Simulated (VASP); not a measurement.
Runs of VASP 6.6.1 on Pt. It takes space group Im-3m (No. 229, cubic). Conventional cell: a = 3.213 Å, b = 3.213 Å, c = 3.213 Å, α = 90.00°, β = 90.00°, γ = 90.00°. Pt (site symmetry m-3m) is surrounded by 8 Pt at 2.78 Å. The cell was built by a generator and needn't be a form met in nature.

```csv
level,cell,k mesh,gap on the mesh (eV),pressure (GPa)
PBE,"Im-3m, 16.59 Å³/atom",8 × 8 × 8,none,-8.8
PBE,"Im-3m, 15.06 Å³/atom",8 × 8 × 8,none,14.8
PBE,"Im-3m, 15.94 Å³/atom",8 × 8 × 8,none,(a)
r2SCAN,"Im-3m, 15.47 Å³/atom",18 × 18 × 18,none,0.5
```

Alike in all rows: task single point; potentials or basis VASP PAW PBE potentials, release 64 (Pt); no spin polarisation; cutoff (eV) 520; smearing gaussian 0.05 eV.

Q: Fill in the values left out.

A: (a) -0.6.

Caveats: the PAW data sets were made with another functional, which shifts forces and pressure a little (some runs).

A k mesh can miss the band edges, and the runs leave out spin-orbit coupling on Pt.

A gap of «none» marks a metal or a gap under the smearing width.
